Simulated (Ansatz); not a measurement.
# CdS: from a guess to a relaxed structure

The calculation used Ansatz 0.2.0, DFT PBE, scalar-relativistic, plane waves, PAW. Cutoff 420 eV, Gaussian smearing, Γ-centred meshes. Cell and atoms relax first on a coarse mesh and then on a finer one. In between, the cell is made exact in the group found at 0.06 Å. In metals the finer mesh still leaves noise of several meV/atom or more. The steps can't lower the symmetry of their start. No spin polarisation.

A trial structure of CdS was built thus: random cell by space group and Wyckoff sites (Pmmm, No. 47). Its size is a rough estimate.

```xyz
4
Lattice="3.6053 0.0000 0.0000 0.0000 3.9802 0.0000 0.0000 0.0000 6.9086" Properties=species:S:1:pos:R:3 pbc="T T T"
Cd    1.8027    0.0000    1.2354
Cd    1.8027    0.0000    5.6732
S     1.8027    3.0239    3.4543
S     1.8027    0.9563    3.4543
```

Energies over the elements count from the elements' standard structures at the same level, with no fitted energy shifts.

Problem. Where does the relaxation end?

Solution. The symmetry stays Pmmm (No. 47). The volume per atom grows by 48.3 %, from 24.8 to 36.8 Å³. The shortest distance goes from 1.91 Å (S–S) to 2.07 Å (S–S). The energy falls by about 0.72 eV/atom (the start's value is from the coarse mesh). Conventional cell: a = 3.198 Å, b = 5.945 Å, c = 7.733 Å. Around Cd lie 2 S at 2.70 Å, 1 Cd at 2.75 Å and 2 Cd at 3.20 Å; S is surrounded by 1 S at 2.07 Å and 2 Cd at 2.70 Å.

Space group Pmmm (No. 47). a = 3.198 Å, b = 5.945 Å, c = 7.733 Å, α = 90.00°, β = 90.00°, γ = 90.00°
| atom | site | symmetry | x | y | z |
| --- | --- | --- | --- | --- | --- |
| Cd | 2s | mm2 | 0.5000 | 0.0000 | 0.1779 |
| S | 2p | m2m | 0.5000 | 0.8259 | 0.5000 |

Problem. Give its energy and gap.

Solution. The formation energy is +0.20 eV/atom. The gap on the 14×8×6 mesh of the 4-atom cell is 0 eV (a metal).

The separate elements lie lower, so it is unstable against them.

The last run used Gaussian smearing of 0.10 eV. Weakly bound directions are ill-defined at this level, which has no dispersion term. The reference form of S is held partly by dispersion forces, which this level lacks. A structure relaxed within its symmetry needn't be a true minimum. In all, the 3 runs took 5.9 min on 1 thread of Intel(R) Xeon(R) Platinum 8488C (Sapphire Rapids), on a shared host. Another cell of CdS relaxed alike, in P6_3mc (a cell as deposited in COD), lies 0.86 eV/atom lower, so this cell isn't the stable form at this level.
